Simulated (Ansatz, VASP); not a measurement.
LiH in VASP and in Ansatz

```xyz
2
Lattice="0.0000 2.0203 2.2615 2.0203 0.0000 2.2615 2.0203 2.0203 0.0000" Properties=species:S:1:pos:R:3 pbc="T T T"
Li    0.0000    0.0000    0.0000
H     1.0101    1.0101    1.1307
```

Change from the starting cell: epitaxial_xy strain -5.8%.

Alike in both runs: task single point; functional PBE; k mesh 10 × 10 × 10; occupations fermi-dirac, width 0.02 eV; no spin polarisation.

|  | VASP | Ansatz |
| --- | --- | --- |
| version | VASP 6.6.1 | Ansatz 0.2.0 |
| potentials or method | VASP PAW PBE potentials, release 64 (Li_sv, H) | plane waves, PAW |
| plane-wave cutoff (eV) | 520 | 420 |
| valence electrons in the cell | 4 | 4 |

```tsv
	VASP	Ansatz	Ansatz less VASP
gap on the k mesh at the Fermi level (eV)	4.07	4.07	-0.007
```

 A k mesh can miss the band edges.
